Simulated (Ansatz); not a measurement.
# Strain and the gap of ZnGeP2 (I-42d)

ZnGeP2 (I-42d) from a database of computed structures, relaxed with r2SCAN in Ansatz 0.2.0. Space group I-42d (No. 122), tetragonal; a = 5.447 Å, c = 10.731 Å in the conventional setting, 19.90 Å³ an atom. Around Zn lie 4 P at 2.36 Å; around Ge lie 4 P at 2.33 Å; around P lie 2 Ge at 2.33 Å and 2 Zn at 2.36 Å.

The axes x, y and z are those of this cell:
```yaml
crystal:
  lattice:
    - [-2.72334, 2.72334, 5.36559]
    - [2.72334, -2.72334, 5.36559]
    - [2.72334, 2.72334, -5.36559]
  atoms:
    - { symbol: Zn, position: [0.75000, 0.25000, 0.50000] }
    - { symbol: Zn, position: [0.00000, 0.00000, 0.00000] }
    - { symbol: Ge, position: [0.25000, 0.75000, 0.50000] }
    - { symbol: Ge, position: [0.50000, 0.50000, 0.00000] }
    - { symbol: P, position: [0.12921, 0.62500, 0.00421] }
    - { symbol: P, position: [0.87500, 0.87079, 0.49579] }
    - { symbol: P, position: [0.37500, 0.37921, 0.50421] }
    - { symbol: P, position: [0.62079, 0.12500, 0.99579] }
```

Unstrained: With PBE the valence top lies at Γ and the conduction bottom at k = (0.432, -0.438, 0.438), 1.208 eV higher; the smallest vertical gap, at Γ, is 1.398 eV. The lowest empty level at X lies only 33 meV higher, so the place of the conduction bottom isn't settled. r2SCAN gives an indirect gap of 1.430 eV, from Γ to k = (0.432, -0.438, 0.438); the least direct gap is 1.627 eV at Γ. The HSE06 gap is indirect, 1.888 eV (Γ to k = (0.432, -0.438, 0.438)), below the direct gap of 2.042 eV at Γ. Meshes: PBE 6×6×6, r2SCAN 6×6×6, HSE06 4×4×4. Strains are changes of length per length. After each strain the atoms were relaxed again with r2SCAN in this cell and within any symmetry left, so distortions that break it or need a larger cell weren't tested; points keep the names that they have in the unstrained zone. Spin-unpolarised throughout; all numbers are computed.

Changes of the least gap in eV (an overlap counts as a negative gap):

| strain | volume change (%) | space group | PBE | r2SCAN | HSE06 | energy rise, r2SCAN (meV/atom) |
| --- | --- | --- | --- | --- | --- | --- |
| epitaxial -3.0 % in the xy plane, free normal strain +2.58 % | -3.5 | I-42d | -0.205 | -0.216 | -0.226 | 17.0 |
| epitaxial -2.0 % in the xy plane, free normal strain +1.73 % | -2.3 | I-42d | -0.102 | -0.109 | -0.118 | 7.4 |
| epitaxial -1.0 % in the xy plane, free normal strain +0.86 % | -1.1 | I-42d | -0.007 | -0.010 | -0.017 | 1.8 |
| epitaxial +1.0 % in the xy plane, free normal strain -0.89 % | +1.1 | I-42d | -0.047 | +0.002 | +0.028 | 1.7 |
| epitaxial +2.0 % in the xy plane, free normal strain -1.79 % | +2.2 | I-42d | -0.126 | – | -0.078 | – |
| epitaxial +3.0 % in the xy plane, free normal strain -2.71 % | +3.2 | I-42d | -0.212 | -0.222 | -0.219 | 14.6 |

Epitaxial -3.0 % in the xy plane, free normal strain +2.58 %. HSE06: the gap goes from 1.888 to 1.661 eV (-0.226 eV); with r2SCAN the top three valence levels at Γ, grouped 1+2 from the top over 81 meV, become 2+1 over 267 meV. Stress change with r2SCAN, compression positive: xx +4.74, yy +4.74, zz +0.01 GPa.

Epitaxial -2.0 % in the xy plane, free normal strain +1.73 %. HSE06: the gap goes from 1.888 to 1.770 eV (-0.118 eV); with r2SCAN the top three valence levels at Γ, grouped 1+2 from the top over 81 meV, become 2+1 over 143 meV. Stress change with r2SCAN, compression positive: xx +3.05, yy +3.05, zz +0.01 GPa.

Epitaxial -1.0 % in the xy plane, free normal strain +0.86 %. HSE06: the gap goes from 1.888 to 1.871 eV (-0.017 eV); with r2SCAN the top three valence levels at Γ, grouped 1+2 from the top over 81 meV, become 2+1 over 27 meV. Stress change with r2SCAN, compression positive: xx +1.47, yy +1.47, zz +0.01 GPa.

Epitaxial +1.0 % in the xy plane, free normal strain -0.89 %. HSE06: the gap goes from 1.888 to 1.916 eV (+0.028 eV); the edges go from Γ → (0.432, -0.438, 0.438) to Γ → M; with r2SCAN the top three valence levels at Γ, grouped 1+2 from the top over 81 meV, become 1+2 over 181 meV. Stress change with r2SCAN, compression positive: xx -1.35, yy -1.35, zz +0.01 GPa.

Epitaxial +2.0 % in the xy plane, free normal strain -1.79 %. HSE06: the gap goes from 1.888 to 1.810 eV (-0.078 eV); with HSE06 the top three valence levels at Γ, grouped 1+2 from the top over 76 meV, become 1+2 over 275 meV. Stress change with PBE, compression positive: xx -2.53, yy -2.53, zz -0.19 GPa.

Epitaxial +3.0 % in the xy plane, free normal strain -2.71 %. HSE06: the gap goes from 1.888 to 1.669 eV (-0.219 eV); the edges go from Γ → (0.432, -0.438, 0.438) to Γ → Γ–M (0.31); with r2SCAN the top three valence levels at Γ, grouped 1+2 from the top over 81 meV, become 1+2 over 361 meV. Stress change with r2SCAN, compression positive: xx -3.75, yy -3.75, zz +0.02 GPa.

Spin-orbit coupling is left out.

Where an edge lies off the special points, it is a point of the mesh or the k point where a search put PBE's edge or least direct gap, reused for the other functionals, whose own edges may lie a little apart.

Coordinates of k points refer to the reciprocal vectors of the primitive cell of the runs.

The meshes of the hybrids are coarse, so their gaps aren't converged to the digits shown.

The splittings at Γ are without spin-orbit coupling, which regroups them where it is of like size.
